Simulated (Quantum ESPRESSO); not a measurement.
Crystal: KTaO3.

```
CELL_PARAMETERS angstrom
3.98830 0.00000 0.00000
0.00000 3.98830 0.00000
0.00000 0.00000 3.98830
ATOMIC_POSITIONS crystal
Ta 0.00000 0.00000 0.00000
K 0.50000 0.50000 0.50000
O 0.00000 0.00000 0.50000
O 0.00000 0.50000 0.00000
O 0.50000 0.00000 0.00000
```

Program: Quantum ESPRESSO 7.5. Alike in all runs: task dielectric tensor; no spin polarisation; cell as given; k mesh 6 × 6 × 6, shifted; cutoff (eV) 762; smearing fermi-dirac 0.05 eV.

Order these runs on this cell by their pressure, lowest first.
A. level WC; potentials or basis GBRV 1.5 PBE
B. level PBE; potentials or basis GBRV 1.5 PBE
C. level LDA; potentials or basis GBRV 1.5 LDA; form of the LDA correlation PZ81
D. level BLYP; potentials or basis GBRV 1.5 PBE

C (-5.1 GPa), A (0.8 GPa), B (5.8 GPa), D (11.0 GPa).

Caveats: the cell is more than 3 GPa from zero pressure, which shifts response properties (some runs); the potentials were made for another functional, which shifts forces and pressure (some runs).
